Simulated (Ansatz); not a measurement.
**Random alloy of the monolayer 2H WS2-WSe2 line, x = 0 (75 atoms): support functions against a reference**

Wanted: errors and times of a linear-scaling basis for random alloy of the monolayer 2H WS2-WSe2 line, x = 0 (75 atoms). A setting counts as converged where the r.m.s. difference of forces stays under 1 % of the r.m.s. force.

Main program and level: Ansatz 0.2.0; Kohn-Sham DFT, PBE, PAW (set soft_2), plane waves.

**1. Starting point**

The cell holds 75 atoms: 25 W and 50 S. Cell: a = 15.900 Å, b = 15.900 Å, c = 18.500 Å, α = 90.0°, β = 90.0°, γ = 120.0°. It derives from WS2 (monolayer 2H WS2-WSe2), repeated 5×5×1. Monolayer 2H WS2-WSe2: 75 atoms, 0 of 50 S sites given to Se at random, cell and internal coordinates interpolated linearly between the end members (Vegard's rule); not relaxed, displaced by a Gaussian of 0.02 Å. Lattice constants are starting values near those of PBE. Vacuum lies along c.

Before any run, some limits are plain. The host structure and its lattice constant were typed by rule, without a check against the phase diagram. Beside vacuum, support functions can miss their usual error bounds without a warning. Only the Γ point is sampled, in a cell whose shortest periodic width is 14 Å. The levels lack spin–orbit coupling, which is large for the heavy elements here.

**2. Plane-wave single point**

The first run uses the default basis; a harder plane-wave run follows as the reference for the support functions.

File input.yaml:

```yaml
crystal:
  lattice:
    - [15.9, 0.0, 0.0]
    - [-7.95, 13.7698, 0.0]
    - [0.0, 0.0, 18.5]
  atoms:
    - { symbol: W, position: [0.0016, 0.99911, 0.49943] }
    - { symbol: S, position: [0.13261, 0.06792, 0.58238] }
    - { symbol: S, position: [0.13498, 0.06556, 0.41548] }
    - { symbol: W, position: [0.00075, 0.20212, 0.49777] }
    - { symbol: S, position: [0.13265, 0.26611, 0.58609] }
    - { symbol: S, position: [0.13182, 0.26642, 0.41419] }
    - { symbol: W, position: [0.00048, 0.40085, 0.49881] }
    - { symbol: S, position: [0.13543, 0.46798, 0.58541] }
    - { symbol: S, position: [0.13397, 0.46567, 0.415] }
    - { symbol: W, position: [0.99863, 0.59961, 0.50057] }
    - { symbol: S, position: [0.13218, 0.66609, 0.58412] }
    - { symbol: S, position: [0.13178, 0.66569, 0.41512] }
    - { symbol: W, position: [0.99876, 0.80034, 0.50179] }
    - { symbol: S, position: [0.13413, 0.86639, 0.58391] }
    - { symbol: S, position: [0.13362, 0.86912, 0.41519] }
    - { symbol: W, position: [0.19934, 0.00028, 0.50227] }
    - { symbol: S, position: [0.33393, 0.06756, 0.58519] }
    - { symbol: S, position: [0.33206, 0.06501, 0.41476] }
    - { symbol: W, position: [0.20016, 0.20085, 0.50091] }
    - { symbol: S, position: [0.33471, 0.26708, 0.58582] }
    - { symbol: S, position: [0.33329, 0.26849, 0.41569] }
    - { symbol: W, position: [0.19998, 0.40071, 0.49992] }
    - { symbol: S, position: [0.33586, 0.46887, 0.58723] }
    - { symbol: S, position: [0.33053, 0.46457, 0.41459] }
    - { symbol: W, position: [0.20084, 0.60127, 0.50034] }
    - { symbol: S, position: [0.33057, 0.66622, 0.58576] }
    - { symbol: S, position: [0.33418, 0.66777, 0.41489] }
    - { symbol: W, position: [0.19988, 0.80027, 0.50044] }
    - { symbol: S, position: [0.33367, 0.86684, 0.58414] }
    - { symbol: S, position: [0.3339, 0.86684, 0.41636] }
    - { symbol: W, position: [0.40164, 0.00027, 0.49959] }
    - { symbol: S, position: [0.53284, 0.06728, 0.58495] }
    - { symbol: S, position: [0.53293, 0.06673, 0.41446] }
    - { symbol: W, position: [0.40055, 0.19935, 0.50132] }
    - { symbol: S, position: [0.53427, 0.26753, 0.58368] }
    - { symbol: S, position: [0.53408, 0.26774, 0.4141] }
    - { symbol: W, position: [0.39969, 0.40005, 0.49852] }
    - { symbol: S, position: [0.53434, 0.4679, 0.58394] }
    - { symbol: S, position: [0.53282, 0.46476, 0.41509] }
    - { symbol: W, position: [0.39878, 0.60163, 0.50044] }
    - { symbol: S, position: [0.53274, 0.66554, 0.58624] }
    - { symbol: S, position: [0.53446, 0.66397, 0.41647] }
    - { symbol: W, position: [0.40229, 0.80049, 0.4987] }
    - { symbol: S, position: [0.53429, 0.8664, 0.58421] }
    - { symbol: S, position: [0.53219, 0.86747, 0.41599] }
    - { symbol: W, position: [0.59959, 0.00076, 0.49876] }
    - { symbol: S, position: [0.73438, 0.06673, 0.58466] }
    - { symbol: S, position: [0.73384, 0.06793, 0.41595] }
    - { symbol: W, position: [0.60077, 0.2002, 0.50008] }
    - { symbol: S, position: [0.73428, 0.267, 0.5856] }
    - { symbol: S, position: [0.73118, 0.26313, 0.41626] }
    - { symbol: W, position: [0.60307, 0.40064, 0.49989] }
    - { symbol: S, position: [0.73308, 0.46649, 0.58488] }
    - { symbol: S, position: [0.73155, 0.46592, 0.41406] }
    - { symbol: W, position: [0.6001, 0.59957, 0.50054] }
    - { symbol: S, position: [0.73383, 0.6681, 0.5851] }
    - { symbol: S, position: [0.73471, 0.66391, 0.41444] }
    - { symbol: W, position: [0.60297, 0.80367, 0.49973] }
    - { symbol: S, position: [0.73322, 0.86634, 0.5863] }
    - { symbol: S, position: [0.73347, 0.86765, 0.41479] }
    - { symbol: W, position: [0.79863, 0.00046, 0.50054] }
    - { symbol: S, position: [0.93488, 0.06651, 0.5842] }
    - { symbol: S, position: [0.93422, 0.06702, 0.41544] }
    - { symbol: W, position: [0.80075, 0.20169, 0.5004] }
    - { symbol: S, position: [0.93654, 0.26828, 0.58558] }
    - { symbol: S, position: [0.93172, 0.26754, 0.41559] }
    - { symbol: W, position: [0.80178, 0.40152, 0.49957] }
    - { symbol: S, position: [0.93396, 0.46585, 0.58698] }
    - { symbol: S, position: [0.93038, 0.46411, 0.41335] }
    - { symbol: W, position: [0.79807, 0.59837, 0.50211] }
    - { symbol: S, position: [0.93195, 0.66472, 0.58607] }
    - { symbol: S, position: [0.9317, 0.66487, 0.41608] }
    - { symbol: W, position: [0.80047, 0.79937, 0.50152] }
    - { symbol: S, position: [0.93467, 0.86902, 0.58541] }
    - { symbol: S, position: [0.93537, 0.86683, 0.41382] }
kpoints:
  mp_grid: { grid: [1, 1, 1] }
hamiltonian:
  xc: pbe
scf:
  occupations: { method: fermi_dirac, width: 0.025 }
output:
  forces: true
  populations: true
  dos:
    method: { smearing: { sigma: 0.1 } }
    de: 0.1
    projected: { site_lists: { S: [S], W: [W] } }
  eigenvalues: true
  write_density: true
  write_potential: true
  volumetric_format: npy
  elf: true
```

Started as:

```bash
> ansatz run input.yaml --threads 8 --pin off --max-ram 15872MiB --backend cpu --events-out ev --progress --plain --runs-dir out
```

What it wrote:

```text
Engine: ansatz 0.2.0, aarch64-unknown-linux-gnu
Pseudopotentials: kind: paw
Pseudopotential: W, paw, valence charge 14, recommended cutoff 420 eV (normal), W.paw.azcp
Pseudopotential: S, paw, valence charge 6, recommended cutoff 420 eV (normal), S.paw.azcp
Functional definition: PBE
  parameter kappa = 0.804
  parameter beta = 0.066725
  exchange = pbe_x(kappa = kappa, mu = beta*pi^2/3)
  correlation = pbe_c(beta = beta)
Crystal: 75 atoms, lattice volume = 4050.387 Å³
Basis set: ecut = 420 eV, 79165 PW (Γ), exchange–correlation on 216×216×250 points (8 copies of the dense FFT grid, shifted against one another)
Bands: 400, of which v1, the nominal top of the filled ones, is band 325 counted from 1 (324 counted from 0)
Symmetry: 1 space group operations
Space group: P1 (ITA 1), of the structure as read, at distance tolerance 1.6e-4 Å
k-points: 1
Non-local potential: W, projectors of the file, l = 0: 3, l = 1: 2, l = 2: 2, l = 3: 1
Non-local potential: S, projectors of the file, l = 0: 2, l = 1: 2, l = 2: 2
PAW form: soft (Blöchl's): semilocal exchange-correlation on the pseudo side does not see the compensation charge
PAW one-centre angular grid: W, 590 points (default); XC on 64 Gauss nodes
PAW one-centre angular grid: S, 110 points (default); XC on 64 Gauss nodes
Initial density: superposition of atomic densities (neutral atoms: chi_scale 0, normalization atom), corrected by the library's trained network
Initial wavefunctions: pseudopotential atomic-orbital guess
Functional: x = pbe(κ = 0.804, μ = 0.219515), c = pbe(β = 0.066725)
SCF iter   1: F=—  HF=-304785.084524 eV  |F-HF|=—  |Δ(HF+E_count)|=         —  Δρ=3.23e-3  dr2=5.00e-1  ethr=1.77e-3  ⟨swp⟩=9.0  Hψ=1756  notcnv=0  defer=9
preconditioner: auto → Resta (q_TF=auto, 2.011 Å⁻¹)  ε∞=3.2  [insulator: Δε(μ)=2.094 eV  Ē_g=8.262 eV  σ=0.025 eV  W_gap=1.00  n_scr=538 (ndim 8)  ℏωp=12.4 eV  f_vac=0.638  D(μ)=0.00/eV (n_scr^D=0)  ε∞_Penn≈3.2  vacuum switching on, ρ_ref=5.0e-3 e/Å³]
SCF iter   2: F=—  HF=-304785.155047 eV  |F-HF|=—  |Δ(HF+E_count)|=   7.05e-2  Δρ=1.84e-3  dr2=1.35e-1  ethr=7.70e-5  ⟨swp⟩=4.0  Hψ=995  notcnv=0  defer=57
SCF iter   3: F=—  HF=-304785.184079 eV  |F-HF|=—  |Δ(HF+E_count)|=   2.90e-2  Δρ=1.07e-3  dr2=3.10e-2  ethr=2.08e-5  ⟨swp⟩=2.0  Hψ=535  notcnv=0  defer=57
SCF iter   4: F=—  HF=-304785.215537 eV  |F-HF|=—  |Δ(HF+E_count)|=   3.15e-2  Δρ=5.55e-4  dr2=4.00e-2  ethr=4.76e-6  ⟨swp⟩=2.0  Hψ=536  notcnv=0  defer=57
SCF iter   5: F=—  HF=-304785.215302 eV  |F-HF|=—  |Δ(HF+E_count)|=   2.35e-4  Δρ=1.14e-4  dr2=8.85e-4  ethr=4.76e-6  ⟨swp⟩=2.0  Hψ=495  notcnv=0  defer=57
SCF iter   6: F=—  HF=-304785.215250 eV  |F-HF|=—  |Δ(HF+E_count)|=   5.20e-5  Δρ=5.68e-5  dr2=5.72e-4  ethr=1.36e-7  ⟨swp⟩=3.0  Hψ=630  notcnv=0  defer=57
SCF iter   7: F=—  HF=-304785.215160 eV  |F-HF|=—  |Δ(HF+E_count)|=   9.02e-5  Δρ=3.74e-5  dr2=1.73e-4  ethr=8.80e-8  ⟨swp⟩=2.0  Hψ=481  notcnv=0  defer=57
SCF iter   8: F=—  HF=-304785.215140 eV  |F-HF|=—  |Δ(HF+E_count)|=   1.96e-5  Δρ=1.34e-5  dr2=8.64e-6  ethr=2.66e-8  ⟨swp⟩=2.0  Hψ=498  notcnv=0  defer=57
SCF iter   9: F=—  HF=-304785.216867 eV  |F-HF|=—  |Δ(HF+E_count)|=   1.73e-3  Δρ=6.11e-6  dr2=4.01e-6  ethr=1.33e-9  ⟨swp⟩=2.0  Hψ=625  notcnv=0  defer=57
SCF iter  10: F=—  HF=-304785.216867 eV  |F-HF|=—  |Δ(HF+E_count)|=   1.32e-7  Δρ=3.03e-6  dr2=1.29e-6  ethr=6.17e-10  ⟨swp⟩=2.0  Hψ=517  notcnv=0  defer=57
SCF iter  11: F=—  HF=-304785.216867 eV  |F-HF|=—  |Δ(HF+E_count)|=   1.90e-7  Δρ=1.21e-6  dr2=1.22e-7  ethr=1.99e-10  ⟨swp⟩=3.0  Hψ=554  notcnv=0  defer=57
SCF iter  12: F=-304785.216867 eV  HF=-304785.216867 eV  |F-HF|=1.01e-7  |Δ(HF+E_count)|=   8.17e-8  Δρ=5.03e-7  dr2=6.40e-9  ethr=1.54e-11  ⟨swp⟩=20.0  Hψ=3423  notcnv=0
SCF 1 converged in 12 iterations: F = -304785.216867 eV  dr2 = 6.40e-9
  greatest PAW one-centre occupation: 1.000 electrons in one spin orbital (limit 2), on the W atom at site 39 (counted from 0), in its partial waves of l = 0
SCF converged after 12 iterations
Free energy (F): -304785.216867 eV
Harris-Foulkes:  -304785.216867 eV  (|F-HF|=1.01e-7)
Internal energy: -304785.216867 eV  (E = F + TS)
E sigma→0 (E₀):  -304785.216867 eV
Fermi energy:    0.808717 eV
--- Per-component energies (eV) ---
  E_band       = -11966.127538
  E_kinetic    = 16634.977448
  E_local      = -352343.053291  (includes V_loc(G=0)·N_el)
  E_nonlocal   = 1431.638185
  E_hartree    = 168024.383154
  E_xc         = -11544.284708
  E_vxc        = -10362.340863  (∫ρ·V_xc dr)
  E_paw        = -244077.010096  (= ΣΔE_a)
  E_vpaw       = -3376.102846  (= ΣTr[D̂ρ^β])
  E_aug_tail   = -0.001469  (compensation charges beyond the density's cutoff)
  E_ewald      = 117088.133908
  E_smearing   = -0.000000  (= −TS)
  E_closure    = 0.000000  (closes the sum)
  Σ components = -304785.216867   (vs F -304785.216867, Δ=0.00e0)
--- Forces (eV/Å), atoms counted from 1 ---
  atom   1  W     -0.75327810     0.20108386    -0.37657654
  atom   2  S      0.13927912    -0.04133347     1.18605888
  atom   3  S     -0.16645151     0.37049701    -0.10519780
  atom   4  W      0.08832030    -0.49989452     1.12448336
  atom   5  S     -0.09053504     0.21369723    -0.39651607
  atom   6  S      0.39264903     0.19118120     0.02349277
  atom   7  W     -0.03205198     0.11562239     0.74871766
  atom   8  S     -0.29610009    -0.09619410    -0.21012352
  atom   9  S     -0.18084947     0.38083830    -0.11256964
  atom  10  W      0.27723661    -0.55514786    -0.26567788
  atom  11  S      0.04071040     0.13375719     0.30271875
  atom  12  S      0.00423467     0.18754125     0.06244084
  atom  13  W      0.48680840    -0.31091284    -0.78341856
  atom  14  S     -0.22392336    -0.04557996     0.75599245
[...]
atom  74  S     -0.06119159    -0.26110292     0.28614483
  atom  75  S     -0.33070992    -0.24345910     0.41250350
  max |Σ_I F_I| component: 1.37e-5 eV/Å
--- Band table (eV) ---
  k-point 0: bands = ["-74.1524", "-74.1501", "-74.1472", "-74.1463", [... 384 levels ...], "3.4614", "3.4644", "3.4693", "3.4799", "3.5005", "3.5111", "3.5291", "3.5606", "3.5807", "3.6050", "3.6218", "3.6553"]
--- Löwdin populations: 75 sites ---
  site symbol       q [e]
     0      W     13.5320
     1      S      6.0850
     2      S      6.1136
[...]
74      S      6.1228
  spilling = 0.009183 (of n_electrons = 650.000000)
```

The job ended after 41 s (8 threads of Arm Neoverse V1, shared host; peak memory 4.6 GiB; 5.2 min of CPU time).

Read from the output:

```yaml
free_energy: -304785.2169 eV
free_energy_per_atom: -4063.8029 eV/atom
scf_cycles: 12
r_m_s_force_component: 0.4025 eV/Å
longest_force: 1.477 eV/Å
fermi_energy: 0.8087 eV
spacing_of_highest_filled_and_lowest_empty_level: 2.111 eV
potential_in_mid_vacuum_over_the_fermi_level: 4.711 eV
potential_4p5_a_over_the_upper_face: 4.712 eV
potential_4p5_a_under_the_lower_face: 4.711 eV
spilling_of_the_projection: 0.009183
```

The r.m.s. force component of 0.40 eV/Å sets the scale for the differences below.

**3. Plane waves at 750 eV (750 eV)**

A harder cutoff gives the support functions a reference with less basis error.

input.yaml, the sections that differ from step 2:

```yaml
output:
  forces: true
  eigenvalues: true
basis:
  ecutwfc: "750 eV"
# crystal, kpoints, hamiltonian, scf: as in step 2
```

What it wrote:

```text
[...]
Crystal: 75 atoms, lattice volume = 4050.387 Å³
Basis set: ecut = 750 eV, 188933 PW (Γ), exchange–correlation on 288×288×360 points (8 copies of the dense FFT grid, shifted against one another)
Bands: 400, of which v1, the nominal top of the filled ones, is band 325 counted from 1 (324 counted from 0)
Symmetry: 1 space group operations
[...]
k-points: 1
[...]
SCF iter   1: F=—  HF=-304785.151173 eV  |F-HF|=—  |Δ(HF+E_count)|=         —  Δρ=3.28e-3  dr2=5.03e-1  ethr=1.77e-3  ⟨swp⟩=9.0  Hψ=1755  notcnv=0  defer=11
[...]
SCF iter   3: F=—  HF=-304785.240620 eV  |F-HF|=—  |Δ(HF+E_count)|=   2.44e-2  Δρ=1.08e-3  dr2=3.09e-2  ethr=2.10e-5  ⟨swp⟩=2.0  Hψ=535  notcnv=0  defer=34
automatic band count: iteration 3 solves 377 bands in place of 400: the levels show a gap, and the empty bands left out lie too high to hold charge; the band table lists the bands solved (type scf.n_extra_bands for more)
SCF iter   4: F=—  HF=-304785.267149 eV  |F-HF|=—  |Δ(HF+E_count)|=   2.65e-2  Δρ=5.54e-4  dr2=3.98e-2  ethr=4.75e-6  ⟨swp⟩=2.0  Hψ=536  notcnv=0  defer=34
SCF iter   5: F=—  HF=-304785.266933 eV  |F-HF|=—  |Δ(HF+E_count)|=   2.15e-4  Δρ=1.14e-4  dr2=8.98e-4  ethr=4.75e-6  ⟨swp⟩=2.0  Hψ=495  notcnv=0  defer=34
[...]
SCF iter  11: F=—  HF=-304785.269304 eV  |F-HF|=—  |Δ(HF+E_count)|=   1.74e-7  Δρ=1.24e-6  dr2=1.19e-7  ethr=2.24e-10  ⟨swp⟩=3.0  Hψ=540  notcnv=0  defer=34
SCF iter  12: F=-304785.269304 eV  HF=-304785.269304 eV  |F-HF|=5.73e-8  |Δ(HF+E_count)|=   4.15e-8  Δρ=5.20e-7  dr2=6.06e-9  ethr=1.54e-11  ⟨swp⟩=12.0  Hψ=1479  notcnv=0
SCF 1 converged in 12 iterations: F = -304785.269304 eV  dr2 = 6.06e-9
[...]
SCF converged after 12 iterations
Free energy (F): -304785.269304 eV
[...]
Internal energy: -304785.269304 eV  (E = F + TS)
E sigma→0 (E₀):  -304785.269304 eV
Fermi energy:    0.808748 eV
[...]
Σ components = -304785.269304   (vs F -304785.269304, Δ=0.00e0)
--- Forces (eV/Å), atoms counted from 1 ---
  atom   1  W     -0.75323836     0.20107097    -0.37655546
  atom   2  S      0.13931811    -0.04134696     1.18515249
  atom   3  S     -0.16649145     0.37050708    -0.10427347
  atom   4  W      0.08830337    -0.49985435     1.12450188
[...]
atom  75  S     -0.33072586    -0.24344591     0.41344317
  max |Σ_I F_I| component: 2.27e-5 eV/Å
--- Band table (eV) ---
[...]
```

It took 64 s on 8 threads; peak memory 10 GiB; 8.3 min of CPU time.

Forces differ from the reference by 0.44 meV/Å r.m.s., 0.11 % of their size, well within a tolerance of 1 %; the energy by -0.70 meV/atom. It took roughly 1.6 times the reference's time (one timing each, with unlike analyses asked), in 12 cycles against 12.

**4. Support functions medium**

With localised support functions most steps grow linearly with size, though the diagonalisation grows faster unless the density matrix is cut; this run measures error and cost at this size. Besides, the program derives a nominal cutoff of 420 eV for this run, against the reference's 750.

This step: Kohn-Sham DFT, PBE, PAW (set soft_2), localised support functions (medium) (Ansatz 0.2.0).

input.yaml, the sections that differ from step 3:

```yaml
scf:
  occupations: { method: fermi_dirac, width: 0.025 }
  eigensolver: { kind: { support_functions: { accuracy: medium } } }
  mixing: { beta: 0.4 }
  max_iter: 150
# crystal, kpoints, hamiltonian, output: as in step 3
# basis: removed
```

What it wrote:

```text
Warning: scf.eigensolver.kind.support_functions: disabling space-group detection — the functions' gradient is summed over unrotated k-points, so no spatial operation reduces the k-mesh or symmetrises the density; time reversal is kept, so that k and −k are solved as one point where they differ and the mesh holds both, and exact exchange and, on two spinor components, a DFT+U term hold to it where the run has them: [...]
settings of this run that can trade accuracy for cost: scf.eigensolver.kind.support_functions [...]
[...]
Crystal: 75 atoms, lattice volume = 4050.387 Å³
Basis set: ecut = 420 eV, 79165 PW (Γ), exchange–correlation on 216×216×250 points (8 copies of the dense FFT grid, shifted against one another)
Bands: 390, of which v1, the nominal top of the filled ones, is band 325 counted from 1 (324 counted from 0)
Symmetry: 1 space group operations
k-points: 1
[...]
SCF iter   1: F=—  HF=-304756.450574 eV  |F-HF|=—  |Δ(HF+E_count)|=         —  Δρ=2.37e-2  dr2=2.21e1  ethr=1.00e-1
[...]
SCF iter  12: F=—  HF=-304785.242024 eV  |F-HF|=—  |Δ(HF+E_count)|=   1.22e-3  Δρ=1.11e-5  dr2=3.58e-6  ethr=4.53e-9  κ⁻¹=3.5e-6(r=7)
SCF iter  13: F=-304785.243027 eV  HF=-304785.243026 eV  |F-HF|=5.35e-7  |Δ(HF+E_count)|=   1.00e-3  Δρ=4.62e-6  dr2=6.72e-7  ethr=5.51e-10
SCF 1 converged in 13 iterations: F = -304785.256771 eV  dr2 = 6.72e-7
[...]
SCF converged after 13 iterations
Stability not checked: this state was not tested for a lower state beside it, because the mixer in use, unlike msr1, does not test its closes by its own steps (another_mixer; see scf.mixing.algorithm and scf.lower_state_search)
Free energy (F): -304785.256771 eV
[...]
Internal energy: -304785.256771 eV  (E = F + TS)
E sigma→0 (E₀):  -304785.256771 eV
Fermi energy:    0.808680 eV
[...]
Σ components = -304785.256771   (vs F -304785.256771, Δ=0.00e0)
--- Forces (eV/Å), atoms counted from 1 ---
  atom   1  W     -0.75277790     0.20103161    -0.37641482
  atom   2  S      0.13931693    -0.04137286     1.18514408
  atom   3  S     -0.16645421     0.37036109    -0.10427636
  atom   4  W      0.08828795    -0.49955445     1.12444172
[...]
atom  75  S     -0.33071775    -0.24332646     0.41366553
  max |Σ_I F_I| component: 1.07e-3 eV/Å
--- Band table (eV) ---
[...]
```

It took 1.9 min on 8 threads; peak memory 5.9 GiB; 15 min of CPU time.

The program notes that the band table was not solved further than the SCF left it and it switched symmetry off.

Keys that differ from the reference: basis.ecutwfc removed, support_functions.accuracy = "medium", scf.max_iter = 150 and scf.mixing.beta = 0.4.

Forces differ from the reference by 0.13 meV/Å r.m.s., 0.033 % of their size, well within a tolerance of 1 %; the energy by +0.17 meV/atom. It took 1.7 times the reference's time (shared host, so rough).

[end of part 1 of 3]

[Long decimals in the printed logs are rounded to 6 places.]

[Logs are printed without paths, hosts, clocks, repeated set-up lines and the standing remarks that a program may print on its own settings, such as how far it seeks lower states.]

[Hosts, paths, dates, database ids (printed as entryN), source tags and the programs' standing remarks are cut or masked in the printed files.]
